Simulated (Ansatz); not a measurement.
**AlFe under changes of volume**

One of the cells (12.321 Å³/atom); the others are scaled copies at fixed shape and fractional positions:

```
CELL_PARAMETERS angstrom
2.91000 0.00000 0.00000
0.00000 2.91000 0.00000
0.00000 0.00000 2.91000
ATOMIC_POSITIONS crystal
Fe 0.50000 0.50000 0.50000
Al 0.00000 0.00000 0.00000
```

| Quantity | Value |
| --- | --- |
| Program | Ansatz 0.2.0 |
| Functional | LDA |
| Potentials or basis | Ansatz PAW |
| Cutoff | 420 eV (not typed: the program's choice for these potentials) |
| k mesh | 9 × 9 × 9 |
| Occupations | fermi-dirac, width 0.05 eV |
| Spin | collinear spin, ferromagnetic start |
| Starting moments | [3.0, 0.0] μB |

```tsv
volume (Å³/atom)	energy over the lowest point (meV/atom)	pressure (GPa)	moment (μB per cell)
11.582	0.00	-7.3	0.53
11.828	14.01	-10.7	0.57
12.075	?	?	?
12.321	56.36	-16.5	0.62
12.568	83.73	-18.9	0.64
12.814	114.65	-21.1	0.65
13.060	148.75	-23.0	0.67
```

Question: What does the run at 12.075 Å³/atom give?

Answer: Energy over the lowest point 32.95 meV/atom; pressure -13.8 GPa; moment 0.60 μB per cell.

Worked out: A Birch-Murnaghan fit of order 3 (a polynomial in V^(-2/3)) to the other rows has no minimum within the range. It gives 33.01 meV/atom at 12.075 Å³/atom, against the run's 32.95, and -dE/dV = -13.8 GPa, against -13.8. A parabola through the other rows of the moment, of slope 0.108 μB per Å³/atom there, gives 0.60 μB, against the run's 0.60.

Energies are extrapolated to zero smearing.

Caveats: the PAW data sets come from PBE, with cores solved anew for the run's functional, which leaves a small shift of forces and pressure.
